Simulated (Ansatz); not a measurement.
# Molybdenum, omega (AlB2-type) under PBE: structure, energy and stiffness

What does PBE give for molybdenum in the omega (AlB2-type) structure? We relax it, solve it on a dense k-mesh, then scale the cell to 7 volumes from 88 to 112 % of the relaxed one and try a fit of the equation of state. Spin polarisation is left out. The k-meshes are 8×8×11 for the relaxation; 10×10×16 for the dense run; 10×10×16 for the volumes.

Program: Ansatz 0.2.0. Level of theory: DFT PBE, plane waves (420 eV) with PAW, scalar-relativistic. These are calculated values, not measurements.

### 1 The starting structure

It takes space group P6/mmm (No. 191, hexagonal). The conventional cell has a = 4.449 Å, b = 4.449 Å, c = 2.728 Å, α = 90.00°, β = 90.00°, γ = 120.00°. Mo (site symmetry 6/mmm) is surrounded by 14 Mo at 2.73 to 2.91 Å. Around Mo (site symmetry -6m2) lie 11 Mo at 2.57 to 2.91 Å.

Structure file:

```
CELL_PARAMETERS angstrom
4.44943 0.00000 0.00000
-2.22472 3.85332 0.00000
0.00000 0.00000 2.72750
ATOMIC_POSITIONS crystal
Mo 0.00000 0.00000 0.00000
Mo 0.33333 0.66667 0.50000
Mo 0.66667 0.33333 0.50000
```

### 2 Relaxation of the cell

File input.yaml:

```yaml
crystal:
  lattice:
    - [4.4494349246, 0.0, 0.0]
    - [-2.2247174623, 3.8533236772, 0.0]
    - [0.0, 0.0, 2.7275036088]
  atoms:
    - { symbol: Mo, position: [0.0, 0.0, 0.0] }
    - { symbol: Mo, position: [0.3333333333, 0.6666666667, 0.5] }
    - { symbol: Mo, position: [0.6666666667, 0.3333333333, 0.5] }
hamiltonian:
  xc: pbe
  pseudopotentials:
    kind: paw
    azcp:
      Mo: "pseudopotentials/Mo.paw.azcp"
basis:
  ecutwfc: 420
  fft_grid_basis: typed
kpoints:
  mp_grid: { grid: [8, 8, 11], shift: [0, 0, 0] }
magnetization:
  spin_polarized: false
scf:
  occupations: { method: fermi_dirac, width: 0.1 }
relax:
  max_steps: 60
  f_tol: 0.01
  cell: {}
```

The log of the run:

```text
Engine: ansatz 0.2.0, x86_64-unknown-linux-gnu
Pseudopotentials: kind: paw
Pseudopotential: Mo, paw, valence charge 14, recommended cutoff 420 eV (normal), <dir>
Functional definition: PBE
  parameter kappa = 0.804
  parameter beta = 0.06672455060314922
  exchange = pbe_x(kappa = kappa, mu = beta*pi^2/3)
  correlation = pbe_c(beta = beta)
Crystal: 3 atoms, lattice volume = 46.763 Å³
Basis set: ecut = 420 eV, 939 PW (Γ), exchange–correlation on 60×60×40 points (8 copies of the dense FFT grid, shifted against one another)
Bands: 26, of which v1, the nominal top of the filled ones, is band 21 counted from 1 (20 counted from 0)
Symmetry: 24 space group operations
Space group: P6/mmm (ITA 191), of the structure as read, at distance tolerance 3.6e-5 Å
k-points: 60 of 704
Non-local potential: Mo, projectors of the file, l = 0: 3, l = 1: 2, l = 2: 2, l = 3: 1
PAW form: soft (Blöchl's): semilocal exchange-correlation on the pseudo side does not see the compensation charge
PAW one-centre angular grid: Mo, 590 points (default); XC on 64 Gauss nodes
Initial density: superposition of atomic densities (neutral atoms: chi_scale 0, normalization atom), corrected by the library's trained network
Initial wavefunctions: pseudopotential atomic-orbital guess
Functional: x = pbe(κ = 0.804, μ = 0.2195149727645171), c = pbe(β = 0.06672455060314922)
SCF iter   1: F=—  HF=-14866.563074 eV  |F-HF|=—  |Δ(HF+E_count)|=         —  Δρ=1.01e-2  dr2=4.68e-2  ethr=1.77e-3  ⟨swp⟩=5.1  Hψ=6138  notcnv=0
preconditioner: auto → none  [metal: Δε(μ)=0.018 eV  Ē_g=4.190 eV  σ=0.100 eV  W_gap=0.04  n_scr=8 (ndim 8)  ℏωp=23.0 eV  f_vac=0.000  D(μ)=5.35/eV (n_scr^D=68)  sad-step TF]
SCF iter   2: F=—  HF=-14866.557465 eV  |F-HF|=—  |Δ(HF+E_count)|=   5.61e-3  Δρ=6.29e-3  dr2=2.39e-2  ethr=1.11e-4  ⟨swp⟩=1.1  Hψ=2045  notcnv=0
SCF iter   3: F=—  HF=-14866.553888 eV  |F-HF|=—  |Δ(HF+E_count)|=   3.58e-3  Δρ=7.52e-4  dr2=2.28e-4  ethr=5.69e-5  ⟨swp⟩=2.2  Hψ=1998  notcnv=0
SCF iter   4: F=—  HF=-14866.553845 eV  |F-HF|=—  |Δ(HF+E_count)|=   4.26e-5  Δρ=2.61e-4  dr2=3.65e-5  ethr=5.42e-7  ⟨swp⟩=2.6  Hψ=2864  notcnv=0
SCF iter   5: F=—  HF=-14866.553837 eV  |F-HF|=—  |Δ(HF+E_count)|=   7.55e-6  Δρ=6.02e-5  dr2=1.76e-6  ethr=8.69e-8  ⟨swp⟩=2.2  Hψ=2238  notcnv=0
SCF iter   6: F=-14866.553837 eV  HF=-14866.553837 eV  |F-HF|=4.00e-9  |Δ(HF+E_count)|=   2.27e-8  Δρ=1.15e-5  dr2=2.87e-8  ethr=2.38e-10  ⟨swp⟩=2.8  Hψ=6105  notcnv=0
SCF 1 converged in 6 iterations: F = -14866.553837 eV  dr2 = 2.87e-8
relax step   1: F+E_penalty+E_count = -14866.55383744 eV  Δ(F+E_penalty+E_count) = +0.000e0 eV  max|allowed force component| = 2.899e-16 eV/Å  Δτ_max = 0.0000 Å  P = +8.247 GPa  Ω = 46.763 Å³  (6 SCF iters, dr2 threshold 1.00e-7 eV, accepted)
Crystal: 3 atoms, lattice volume = 49.915 Å³
Basis set: ecut = 420 eV, 975 PW (Γ), exchange–correlation on 60×60×40 points (8 copies of the dense FFT grid, shifted against one another)
Initial density: handed on by an earlier stage of this run
Initial wavefunctions: those handed on with the density
iter 1 solved again at ethr=4.29e-5 eV; its pass at ethr=3.10e-3 eV (dr2=1.80e-2 eV) is discarded
SCF iter   1: F=—  HF=-14866.845659 eV  |F-HF|=—  |Δ(HF+E_count)|=         —  Δρ=8.08e-3  dr2=1.82e-2  ethr=4.29e-5  ⟨swp⟩=1.4  Hψ=9606  notcnv=0
preconditioner: auto → none  [metal: Δε(μ)=0.003 eV  Ē_g=3.970 eV  σ=0.100 eV  W_gap=0.01  n_scr=8 (ndim 8)  ℏωp=22.3 eV  f_vac=0.000  D(μ)=4.74/eV (n_scr^D=68)]
SCF iter   2: F=—  HF=-14866.842988 eV  |F-HF|=—  |Δ(HF+E_count)|=   2.67e-3  Δρ=3.56e-3  dr2=2.26e-3  ethr=4.29e-5  ⟨swp⟩=1.4  Hψ=1786  notcnv=0
SCF iter   3: F=—  HF=-14866.843091 eV  |F-HF|=—  |Δ(HF+E_count)|=   1.03e-4  Δρ=6.54e-4  dr2=7.73e-5  ethr=5.37e-6  ⟨swp⟩=1.0  Hψ=1561  notcnv=0
SCF iter   4: F=—  HF=-14866.843105 eV  |F-HF|=—  |Δ(HF+E_count)|=   1.38e-5  Δρ=8.32e-5  dr2=2.17e-6  ethr=1.84e-7  ⟨swp⟩=2.6  Hψ=2831  notcnv=0
iter 5 did not close the SCF: its close was put off for the readings that it lacked (scf_convergence_deferred on its scf_iter line)
SCF iter   5: F=-14866.843105 eV  HF=-14866.843105 eV  |F-HF|=3.04e-8  |Δ(HF+E_count)|=   1.72e-7  Δρ=2.66e-5  dr2=1.04e-7  ethr=5.16e-9  ⟨swp⟩=2.5  Hψ=3083  notcnv=0
SCF iter   6: F=-14866.843105 eV  HF=-14866.843105 eV  |F-HF|=2.88e-9  |Δ(HF+E_count)|=   5.21e-8  Δρ=4.42e-6  dr2=5.36e-9  ethr=2.49e-10  ⟨swp⟩=1.6  Hψ=4877  notcnv=0
SCF 2 converged in 6 iterations: F = -14866.843105 eV  dr2 = 5.36e-9
relax step   2: F+E_penalty+E_count = -14866.84310503 eV  Δ(F+E_penalty+E_count) = -2.893e-1 eV  max|allowed force component| = 2.159e-17 eV/Å  Δτ_max = 0.0000 Å  P = -7.267 GPa  Ω = 49.915 Å³  energy of the carried Pulay correction = -8.745e-4 eV  (6 SCF iters, dr2 threshold 3.00e-7 eV, accepted)
Crystal: 3 atoms, lattice volume = 49.302 Å³
Basis set: ecut = 420 eV, 951 PW (Γ), exchange–correlation on 60×60×40 points (8 copies of the dense FFT grid, shifted against one another)
iter 1 solved again at ethr=8.16e-6 eV; its pass at ethr=3.10e-3 eV (dr2=3.43e-3 eV) is discarded
SCF iter   1: F=—  HF=-14866.903570 eV  |F-HF|=—  |Δ(HF+E_count)|=         —  Δρ=3.25e-3  dr2=4.14e-3  ethr=8.16e-6  ⟨swp⟩=2.3  Hψ=9301  notcnv=0
preconditioner: auto → none  [metal: Δε(μ)=0.007 eV  Ē_g=4.079 eV  σ=0.100 eV  W_gap=0.02  n_scr=8 (ndim 8)  ℏωp=22.4 eV  f_vac=0.000  D(μ)=4.45/eV (n_scr^D=56)]
SCF iter   2: F=—  HF=-14866.902735 eV  |F-HF|=—  |Δ(HF+E_count)|=   8.36e-4  Δρ=1.17e-3  dr2=3.00e-4  ethr=8.16e-6  ⟨swp⟩=2.6  Hψ=2553  notcnv=0
SCF iter   3: F=—  HF=-14866.902792 eV  |F-HF|=—  |Δ(HF+E_count)|=   5.74e-5  Δρ=3.23e-4  dr2=1.43e-5  ethr=7.15e-7  ⟨swp⟩=1.8  Hψ=1993  notcnv=0
SCF iter   4: F=—  HF=-14866.902794 eV  |F-HF|=—  |Δ(HF+E_count)|=   2.08e-6  Δρ=3.83e-5  dr2=3.40e-7  ethr=3.41e-8  ⟨swp⟩=2.6  Hψ=2624  notcnv=0
iter 5 did not close the SCF: its close was put off for the readings that it lacked (scf_convergence_deferred on its scf_iter line)
SCF iter   5: F=-14866.902794 eV  HF=-14866.902794 eV  |F-HF|=2.37e-9  |Δ(HF+E_count)|=   8.15e-8  Δρ=1.02e-5  dr2=1.67e-8  ethr=8.09e-10  ⟨swp⟩=2.1  Hψ=2684  notcnv=0
SCF iter   6: F=-14866.902794 eV  HF=-14866.902794 eV  |F-HF|=1.27e-11  |Δ(HF+E_count)|=   5.64e-9  Δρ=1.16e-6  dr2=2.01e-10  ethr=3.98e-11  ⟨swp⟩=1.3  Hψ=4809  notcnv=0
SCF 3 converged in 6 iterations: F = -14866.902794 eV  dr2 = 2.01e-10
relax step   3: F+E_penalty+E_count = -14866.90279422 eV  Δ(F+E_penalty+E_count) = -5.969e-2 eV  max|allowed force component| = 1.850e-16 eV/Å  Δτ_max = 0.0000 Å  P = -4.133 GPa  Ω = 49.302 Å³  energy of the carried Pulay correction = -7.121e-4 eV  (6 SCF iters, dr2 threshold 3.00e-7 eV, accepted)
Crystal: 3 atoms, lattice volume = 48.418 Å³
iter 1 solved again at ethr=1.23e-6 eV; its pass at ethr=3.10e-3 eV (dr2=5.18e-4 eV) is discarded
SCF iter   1: F=—  HF=-14866.917462 eV  |F-HF|=—  |Δ(HF+E_count)|=         —  Δρ=1.19e-3  dr2=5.23e-4  ethr=1.23e-6  ⟨swp⟩=2.2  Hψ=9329  notcnv=0
preconditioner: auto → none  [metal: Δε(μ)=0.014 eV  Ē_g=4.154 eV  σ=0.100 eV  W_gap=0.03  n_scr=8 (ndim 8)  ℏωp=22.6 eV  f_vac=0.000  D(μ)=4.37/eV (n_scr^D=56)]
SCF iter   2: F=—  HF=-14866.917435 eV  |F-HF|=—  |Δ(HF+E_count)|=   2.74e-5  Δρ=5.37e-4  dr2=6.20e-5  ethr=1.23e-6  ⟨swp⟩=2.1  Hψ=2072  notcnv=0
SCF iter   3: F=—  HF=-14866.917450 eV  |F-HF|=—  |Δ(HF+E_count)|=   1.53e-5  Δρ=1.13e-4  dr2=2.88e-6  ethr=1.48e-7  ⟨swp⟩=1.0  Hψ=1561  notcnv=0
iter 4 did not close the SCF: its close was put off for the readings that it lacked (scf_convergence_deferred on its scf_iter line)
SCF iter   4: F=-14866.917451 eV  HF=-14866.917451 eV  |F-HF|=8.59e-9  |Δ(HF+E_count)|=   1.27e-6  Δρ=1.66e-5  dr2=5.29e-8  ethr=6.86e-9  ⟨swp⟩=2.9  Hψ=2854  notcnv=0
iter 5 did not close the SCF: its close was put off for the readings that it lacked (scf_convergence_deferred on its scf_iter line)
SCF iter   5: F=-14866.917451 eV  HF=-14866.917451 eV  |F-HF|=8.04e-10  |Δ(HF+E_count)|=   6.47e-9  Δρ=4.75e-6  dr2=2.75e-9  ethr=1.26e-10  ⟨swp⟩=2.9  Hψ=3176  notcnv=0
SCF iter   6: F=-14866.917451 eV  HF=-14866.917451 eV  |F-HF|=6.18e-11  |Δ(HF+E_count)|=   1.16e-9  Δρ=4.19e-7  dr2=8.22e-11  ethr=6.54e-12  ⟨swp⟩=1.0  Hψ=4812  notcnv=0
SCF 4 converged in 6 iterations: F = -14866.917451 eV  dr2 = 8.22e-11
relax step   4: F+E_penalty+E_count = -14866.91745114 eV  Δ(F+E_penalty+E_count) = -1.466e-2 eV  max|allowed force component| = 9.560e-17 eV/Å  Δτ_max = 0.0000 Å  P = -0.184 GPa  Ω = 48.418 Å³  energy of the carried Pulay correction = -4.704e-4 eV  (6 SCF iters, dr2 threshold 3.00e-7 eV, accepted)
Crystal: 3 atoms, lattice volume = 48.378 Å³
iter 1 solved again at ethr=2.29e-9 eV; its pass at ethr=3.10e-3 eV (dr2=9.64e-7 eV) is discarded
SCF iter   1: F=—  HF=-14866.917493 eV  |F-HF|=—  |Δ(HF+E_count)|=         —  Δρ=5.58e-5  dr2=1.14e-6  ethr=2.29e-9  ⟨swp⟩=3.0  Hψ=9063  notcnv=0
preconditioner: auto → none  [metal: Δε(μ)=0.013 eV  Ē_g=4.156 eV  σ=0.100 eV  W_gap=0.03  n_scr=8 (ndim 8)  ℏωp=22.7 eV  f_vac=0.000  D(μ)=4.38/eV (n_scr^D=56)]
SCF iter   2: F=—  HF=-14866.917490 eV  |F-HF|=—  |Δ(HF+E_count)|=   3.75e-6  Δρ=2.48e-5  dr2=1.34e-7  ethr=2.29e-9  ⟨swp⟩=2.1  Hψ=2137  notcnv=0
iter 3 did not close the SCF: its close was put off for the readings that it lacked (scf_convergence_deferred on its scf_iter line)
SCF iter   3: F=-14866.917490 eV  HF=-14866.917490 eV  |F-HF|=2.27e-9  |Δ(HF+E_count)|=   4.48e-8  Δρ=5.20e-6  dr2=5.40e-9  ethr=3.19e-10  ⟨swp⟩=1.1  Hψ=1599  notcnv=0
iter 4 did not close the SCF: its close was put off for the readings that it lacked (scf_convergence_deferred on its scf_iter line)
SCF iter   4: F=-14866.917490 eV  HF=-14866.917490 eV  |F-HF|=3.64e-12  |Δ(HF+E_count)|=   3.31e-9  Δρ=6.94e-7  dr2=8.06e-11  ethr=1.29e-11  ⟨swp⟩=2.7  Hψ=2715  notcnv=0
iter 5 did not close the SCF: its close was put off for the readings that it lacked (scf_convergence_deferred on its scf_iter line)
SCF iter   5: F=-14866.917490 eV  HF=-14866.917490 eV  |F-HF|=0.00e0  |Δ(HF+E_count)|=  2.18e-11  Δρ=1.99e-7  dr2=5.40e-12  ethr=1.00e-12  ⟨swp⟩=1.2  Hψ=1818  notcnv=0
SCF iter   6: F=-14866.917490 eV  HF=-14866.917490 eV  |F-HF|=0.00e0  |Δ(HF+E_count)|=    0.00e0  Δρ=3.21e-8  dr2=4.47e-13  ethr=1.00e-12  ⟨swp⟩=1.0  Hψ=3360  notcnv=0
SCF 5 converged in 6 iterations: F = -14866.917490 eV  dr2 = 4.47e-13
relax step   5: F+E_penalty+E_count = -14866.91748957 eV  Δ(F+E_penalty+E_count) = -3.843e-5 eV  max|allowed force component| = 8.558e-17 eV/Å  Δτ_max = 0.0000 Å  P = +0.006 GPa  Ω = 48.378 Å³  energy of the carried Pulay correction = -4.592e-4 eV  (6 SCF iters, dr2 threshold 1.25e-7 eV, accepted)
Basis set: ecut = 420 eV, 939 PW (Γ), exchange–correlation on 64×64×36 points (8 copies of the dense FFT grid, shifted against one another)
Initial wavefunctions: pseudopotential atomic-orbital guess (no wavefunctions were taken with the density)
iter 1 solved again at ethr=2.79e-8 eV; its pass at ethr=3.10e-3 eV (dr2=1.17e-5 eV) is discarded
SCF iter   1: F=—  HF=-14866.917835 eV  |F-HF|=—  |Δ(HF+E_count)|=         —  Δρ=2.20e-4  dr2=2.47e-6  ethr=2.79e-8  ⟨swp⟩=3.2  Hψ=10381  notcnv=0
SCF iter   2: F=—  HF=-14866.917860 eV  |F-HF|=—  |Δ(HF+E_count)|=   2.54e-5  Δρ=1.05e-4  dr2=4.77e-7  ethr=5.88e-9  ⟨swp⟩=1.7  Hψ=2296  notcnv=0
SCF iter   3: F=—  HF=-14866.917864 eV  |F-HF|=—  |Δ(HF+E_count)|=   3.53e-6  Δρ=1.24e-5  dr2=1.03e-8  ethr=1.14e-9  ⟨swp⟩=2.6  Hψ=2609  notcnv=0
SCF iter   4: F=—  HF=-14866.917864 eV  |F-HF|=—  |Δ(HF+E_count)|=   5.10e-8  Δρ=1.99e-6  dr2=4.17e-10  ethr=2.46e-11  ⟨swp⟩=2.7  Hψ=2858  notcnv=0
SCF iter   5: F=—  HF=-14866.917864 eV  |F-HF|=—  |Δ(HF+E_count)|=  8.26e-10  Δρ=3.66e-7  dr2=5.31e-11  ethr=1.00e-12  ⟨swp⟩=2.0  Hψ=2545  notcnv=0
SCF iter   6: F=-14866.917864 eV  HF=-14866.917864 eV  |F-HF|=1.82e-12  |Δ(HF+E_count)|=  1.46e-11  Δρ=5.05e-8  dr2=3.36e-13  ethr=1.00e-12  ⟨swp⟩=5.0  Hψ=6459  notcnv=0
SCF 6 converged in 6 iterations: F = -14866.917864 eV  dr2 = 3.36e-13
relax step   6: F+E_penalty+E_count = -14866.91786391 eV  Δ(F+E_penalty+E_count) = -3.743e-4 eV  max|allowed force component| = 9.252e-17 eV/Å  Δτ_max = 0.0000 Å  P = +0.010 GPa  Ω = 48.378 Å³  stress off target by 1.32e-2 GPa  SCF on the basis re-selected at this cell (its energy is not comparable with the rows above)  (6 SCF iters)
basis re-selected at this cell: Δ(F+E_penalty+E_count) = -3.743e-4 eV, ΔP = +0.004 GPa vs the last step (what re-selecting the basis moved, of the pressure what is left beyond the Pulay correction that the steps carried, after the strain that the cell walked since its last selection, with what the two solves' SCF thresholds leave and, on support functions, any second-order correction that the steps lacked; it is no measure of the basis error at this ecutwfc). The dense FFT grid was sized anew with the basis: this SCF ran on 32×32×18 points, the steps before it on 30×30×20, so part of this shift can come from that change (see relax.cell in the input reference). This SCF's stress stands 1.32e-2 GPa from its target on what of the cell is left free (relax.cell.stress_tol is 5.00e-2 GPa) and its largest allowed force component is 9.25e-17 eV/Å (relax.f_tol is 1.00e-2 eV/Å): within both
SCF converged after 6 iterations
Free energy (F): -14866.917864 eV
Harris-Foulkes:  -14866.917864 eV  (|F-HF|=1.82e-12)
Internal energy: -14866.780174 eV  (E = F + TS)
E sigma→0 (E₀):  -14866.849019 eV
Entropy (-TS):   -0.137689 eV (-45.896 meV/atom)
Fermi energy:    20.156657 eV
--- Per-component energies (eV) ---
  E_band       = -191.976375
  E_kinetic    = 1323.045842
  E_local      = -2451.403447  (includes V_loc(G=0)·N_el)
  E_nonlocal   = 430.173731
  E_hartree    = 812.500743
  E_xc         = -549.799549
  E_vxc        = -686.148061  (∫ρ·V_xc dr)
  E_paw        = -9604.361416  (= ΣΔE_a)
  E_vpaw       = -432.646064  (= ΣTr[D̂ρ^β])
  E_aug_tail   = 0.000133  (compensation charges beyond the density's cutoff)
  E_ewald      = -4826.936211
  E_smearing   = -0.137689  (= −TS)
  E_closure    = 0.000000  (closes the sum)
  Σ components = -14866.917864   (vs F -14866.917864, Δ=0.00e0)
--- Forces (eV/Å), atoms counted from 1 ---
  atom   1  Mo     0.00000000     0.00000000     0.00000000
  atom   2  Mo     0.00000000    -0.00000000     0.00000000
  atom   3  Mo     0.00000000     0.00000000    -0.00000000
  max |Σ_I F_I| component: 4.63e-17 eV/Å
--- Stress (GPa, compression-positive) ---
        0.013186       0.000000       0.000000
        0.000000       0.013186       0.000000
        0.000000       0.000000       0.004186
  P = ⅓ Tr σ = 0.0102 GPa (0.102 kbar)
--- Relaxed structure (5 steps of the walk, 5 accepted, 1 SCFs on fresh bases) ---
  F+E_penalty+E_count = -14866.91786391 eV   max|allowed force component| = 9.252e-17 eV/Å   (the final SCF, on the basis selected at the relaxed cell)
  cell:  # Å, volume = 48.3777 Å³
    - [4.668586792328782, 5.7084914984815145e-33, 9.11430733999447e-19]
    - [-2.334293396164391, 4.043114761929231, -4.557153669997254e-19]
    - [5.587070399450228e-19, -1.3608409455628653e-33, 2.5629692000823674]
  atoms:
    - { symbol: Mo, position: [3.73922983313601e-34, 9.85736510338797e-35, -1.8546030753437107e-68] }
    - { symbol: Mo, position: [0.3333333333333333, 0.6666666666666666, 0.5000000000000001] }
    - { symbol: Mo, position: [0.6666666666666666, 0.3333333333333333, 0.5000000000000001] }
```

Wall time 28 s (1 thread of an x86-64 CPU, shared host); peak memory 0.55 GiB.

Step by step:

```tsv
step	energy change (meV/atom)	largest force (eV/Å)	pressure (GPa)	volume (Å³/atom)
1	0.00	0.0000	8.25	15.588
2	-96.42	0.0000	-7.27	16.638
3	-116.32	0.0000	-4.13	16.434
4	-121.20	0.0000	-0.18	16.139
5	-121.22	0.0000	0.01	16.126
6	-121.34	0.0000	0.01	16.126
```

Steps that repeat a cell are solved on a basis chosen anew, so their changes of energy are no gain of the relaxation.

The cell of the run, before and after:

|  | before | after | change |
| --- | --- | --- | --- |
| a (Å) | 4.449 | 4.669 | +4.9 % |
| b (Å) | 4.449 | 4.669 | +4.9 % |
| c (Å) | 2.728 | 2.563 | -6.0 % |
| volume (Å³/atom) | 15.588 | 16.126 | +3.5 % |
| shortest distance (Å) | 2.569 | 2.563 | -0.2 % |
| space group (spins left aside) | P6/mmm | P6/mmm | same |

### 3 Dense single point

File input.yaml:

```yaml
crystal:
  lattice:
    - [4.6685867923, 0.0, 0.0]
    - [-2.3342933962, 4.0431147619, 0.0]
    - [0.0, 0.0, 2.5629692001]
  atoms:
    - { symbol: Mo, position: [0.0, 0.0, 1.0] }
    - { symbol: Mo, position: [0.3333333333, 0.6666666667, 0.5] }
    - { symbol: Mo, position: [0.6666666667, 0.3333333333, 0.5] }
hamiltonian:
  xc: pbe
  pseudopotentials:
    kind: paw
    azcp:
      Mo: "pseudopotentials/Mo.paw.azcp"
basis:
  ecutwfc: 420
  fft_grid_basis: typed
kpoints:
  mp_grid: { grid: [10, 10, 16], shift: [0, 0, 0] }
magnetization:
  spin_polarized: false
scf:
  occupations: { method: fermi_dirac, width: 0.1 }
```

The log of the run, shortened:

```text
[...]
[... 3 set-up lines as earlier in the session ...]
[...]
Crystal: 3 atoms, lattice volume = 48.378 Å³
Basis set: ecut = 420 eV, 939 PW (Γ)
Bands: 26, of which v1, the nominal top of the filled ones, is band 21 counted from 1 (20 counted from 0)
[... 2 set-up lines as earlier in the session ...]
k-points: 126 of 1600
[...]
SCF iter   1: F=—  HF=-14866.935730 eV  |F-HF|=—  |Δ(HF+E_count)|=         —  Δρ=1.08e-2  dr2=1.25e-1  ethr=1.77e-3  ⟨swp⟩=5.0  Hψ=13144  notcnv=0
[...]
SCF iter   7: F=-14866.924481 eV  HF=-14866.924481 eV  |F-HF|=2.55e-10  |Δ(HF+E_count)|=   2.31e-9  Δρ=2.74e-6  dr2=1.37e-9  ethr=2.38e-10  ⟨swp⟩=2.0  Hψ=6447  notcnv=0
[...]
SCF converged after 7 iterations
Free energy (F): -14866.924481 eV
[...]
E sigma→0 (E₀):  -14866.862439 eV
Entropy (-TS):   -0.124083 eV (-41.361 meV/atom)
Fermi energy:    20.160933 eV
[...]
```

Run time: 7.8 s. Hardware: 1 thread of an x86-64 CPU, shared host; peak memory 0.56 GiB.

### 4 Volume × 0.88

input.yaml: that of step 3 with these lines changed.

```diff
@@ -2,5 +2,5 @@
   lattice:
-    - [4.6685867923, 0.0, 0.0]
-    - [-2.3342933962, 4.0431147619, 0.0]
-    - [0.0, 0.0, 2.5629692001]
+    - [4.4738318922, 0.0, 0.0]
+    - [-2.2369159461, 3.8744520709, 0.0]
+    - [0.0, 0.0, 2.4560523037]
   atoms:
@@ -24 +24,3 @@
   occupations: { method: fermi_dirac, width: 0.1 }
+output:
+  stress: true
```

The log of the run, shortened:

```text
[...]
[... 3 set-up lines as earlier in the session ...]
[...]
Crystal: 3 atoms, lattice volume = 42.572 Å³
Basis set: ecut = 420 eV, 855 PW (Γ)
Bands: 26, of which v1, the nominal top of the filled ones, is band 21 counted from 1 (20 counted from 0)
[... 1 set-up line as earlier in the session ...]
Space group: P6/mmm (ITA 191), of the structure as read, at distance tolerance 3.5e-5 Å
k-points: 126 of 1600
[...]
SCF iter   1: F=—  HF=-14866.294317 eV  |F-HF|=—  |Δ(HF+E_count)|=         —  Δρ=1.29e-2  dr2=1.51e-1  ethr=1.77e-3  ⟨swp⟩=5.1  Hψ=13568  notcnv=0
[...]
SCF iter   7: F=-14866.279331 eV  HF=-14866.279331 eV  |F-HF|=1.00e-9  |Δ(HF+E_count)|=   4.78e-8  Δρ=5.02e-6  dr2=4.70e-9  ethr=2.38e-10  ⟨swp⟩=4.0  Hψ=10321  notcnv=0
[...]
SCF converged after 7 iterations
Free energy (F): -14866.279331 eV
[...]
E sigma→0 (E₀):  -14866.223552 eV
Entropy (-TS):   -0.111559 eV (-37.186 meV/atom)
Fermi energy:    23.382406 eV
[...]
--- Stress (GPa, compression-positive) ---
       37.949043       0.000000       0.000000
        0.000000      37.949043       0.000000
        0.000000       0.000000      42.931572
  P = ⅓ Tr σ = 39.6099 GPa (396.099 kbar)
```

It took 8 s on 1 thread of an x86-64 CPU, shared host; peak memory 0.56 GiB.

### 5 Volume × 0.92

input.yaml: that of step 4 with these lines changed.

```diff
@@ -2,5 +2,5 @@
   lattice:
-    - [4.4738318922, 0.0, 0.0]
-    - [-2.2369159461, 3.8744520709, 0.0]
-    - [0.0, 0.0, 2.4560523037]
+    - [4.5406153485, 0.0, 0.0]
+    - [-2.2703076742, 3.9322882406, 0.0]
+    - [0.0, 0.0, 2.4927152059]
   atoms:
```

The log of the run, shortened:

```text
[...]
[... 3 set-up lines as earlier in the session ...]
[...]
Crystal: 3 atoms, lattice volume = 44.507 Å³
Basis set: ecut = 420 eV, 879 PW (Γ)
Bands: 26, of which v1, the nominal top of the filled ones, is band 21 counted from 1 (20 counted from 0)
[... 2 set-up lines as earlier in the session ...]
k-points: 126 of 1600
[...]
SCF iter   1: F=—  HF=-14866.671995 eV  |F-HF|=—  |Δ(HF+E_count)|=         —  Δρ=1.23e-2  dr2=1.46e-1  ethr=1.77e-3  ⟨swp⟩=5.0  Hψ=13325  notcnv=0
[...]
SCF iter   7: F=-14866.657857 eV  HF=-14866.657857 eV  |F-HF|=1.38e-9  |Δ(HF+E_count)|=   3.70e-8  Δρ=5.04e-6  dr2=5.32e-9  ethr=2.38e-10  ⟨swp⟩=4.0  Hψ=10343  notcnv=0
[...]
SCF converged after 7 iterations
Free energy (F): -14866.657857 eV
[...]
E sigma→0 (E₀):  -14866.600082 eV
Entropy (-TS):   -0.115550 eV (-38.517 meV/atom)
Fermi energy:    22.218964 eV
[...]
--- Stress (GPa, compression-positive) ---
       22.640231      -0.000000       0.000000
       -0.000000      22.640231       0.000000
        0.000000       0.000000      25.595874
  P = ⅓ Tr σ = 23.6254 GPa (236.254 kbar)
```

It took 10 s on 1 thread of an x86-64 CPU, shared host; peak memory 0.57 GiB.

(Part 1 of 2 ends here.)
